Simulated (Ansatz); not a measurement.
A run of Ansatz 0.2.0:

Contents of input.yaml:

```yaml
crystal:
  lattice:
    - [2.8795009639, 0.0, 0.0]
    - [0.039072758, 2.8792794796, 0.0]
    - [0.0174953863, 0.0172449008, 5.1763391994]
  atoms:
    - { symbol: Cu, position: [0.0, 0.5, 0.0] }
    - { symbol: Cu, position: [0.5, 0.0, 0.5] }
    - { symbol: O, position: [0.99842397, 0.00167178, 0.7498871] }
    - { symbol: O, position: [0.00157603, 0.99832822, 0.2501129] }
hamiltonian:
  xc: pbe
  pseudopotentials: { kind: paw, accuracy: standard }
kpoints:
  mp_grid: { grid: [9, 9, 5] }
  band_path:
    path:
      - [[0.0, 0.0, 0.0], [0.5, 0.5, 0.0], [0.5009280546, 0.5009280546, 0.4940215567], [0.5, 0.5, 0.5], [0.5075950467, 0.4924049533, 0.5]]
      - [[0.4924049533, -0.4924049533, 0.5], [0.0, 0.0, 0.5], [0.4990719454, 0.4990719454, 0.5059784433]]
      - [[0.5, 0.5, 0.0], [0.5066808622, 0.4933191378, 0.0]]
      - [[0.4933191378, -0.4933191378, 0.0], [0.0, 0.0, 0.0], [0.5, 0.0, 0.0]]
      - [[0.5, 0.0, 0.5], [0.0, 0.0, 0.0]]
    npoints: 14
scf:
  occupations: { method: fermi_dirac, width: 0.05 }
  n_extra_bands: 10
output:
  forces: true
  stress: true
  eigenvalues: true
  fatbands: false
```

Potentials or basis: SSSP efficiency PAW.

Launch:

```console
$ ansatz run input.yaml --threads 2 --pin off --max-ram 5632MiB --backend cpu --events-out ev --progress --plain --runs-dir out
```

Hardware: 2 threads of Arm Neoverse V1, on a shared host.

**Question.** Estimate the wall time of this run.

**Answer.** It took 36 s on 2 threads of Arm Neoverse V1, with other jobs on the host, peak memory 1.2 GiB. Counts: scf iterations 9, plane waves 4165, k points 203, bands 27.
